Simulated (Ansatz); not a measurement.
HgSe

```yaml
crystal:
  lattice:
    - [0.00000, 3.03600, 3.03600]
    - [3.03600, 0.00000, 3.03600]
    - [3.03600, 3.03600, 0.00000]
  atoms:
    - { symbol: Hg, position: [0.00000, 0.00000, 0.00000] }
    - { symbol: Se, position: [0.75000, 0.75000, 0.75000] }
```

Atom numbers follow the list: Hg1, Se2.

Conventional cell: a = 6.072 Å, b = 6.072 Å, c = 6.072 Å, α = 90.00°, β = 90.00°, γ = 90.00°. Hg (atom 1) has 4 Se at 2.63 Å as nearest neighbours. Se (atom 2) is surrounded by 4 Hg at 2.63 Å.

The cell is COD entry 1538962, as deposited and not checked against the literature; nothing was relaxed.

No spin–orbit coupling, which matters for the heavy atoms here.

Methods: DFT, PBEsol, all-electron LAPW, scalar-relativistic (Ansatz 0.2.0); DFT, PBEsol, PAW with Ansatz's default frozen-core files, scalar-relativistic (Ansatz 0.2.0).

For LAPW: a Γ-centred 9×9×9 k mesh, Fermi–Dirac smearing of 0.02 eV, basis error target 0.25 meV/atom, no spin polarisation. PAW takes a cutoff of 420 eV at this cell (files made with PBE, cores remade for this functional). The Ansatz runs share mesh, smearing and spin set-up. Values come from LAPW unless marked.

```json
{
  "Density of states at the Fermi level (0.2 eV bin)": "0.01 states/eV per cell",
  "Volume per atom": "27.98 Å³"
}
```

**Question.** Give the computed value. Bader charges (from the PAW run).

**Answer.** Hg1 +0.33, Se2 -0.33 e.

**Question.** Predict this quantity. Pressure at this cell.

**Answer.** 1.68 GPa.

**Question.** Give the computed value. Band gap.

**Answer.** None at this level of theory (metallic, semimetallic, or a small gap that the functional closes).

**Question.** Predict this quantity. Löwdin charges (with 0.22 e of the cell spilling out of the atomic basis, so their sizes and signs hang on that basis).

**Answer.** Hg1 1.07, Se2 -0.85 e.
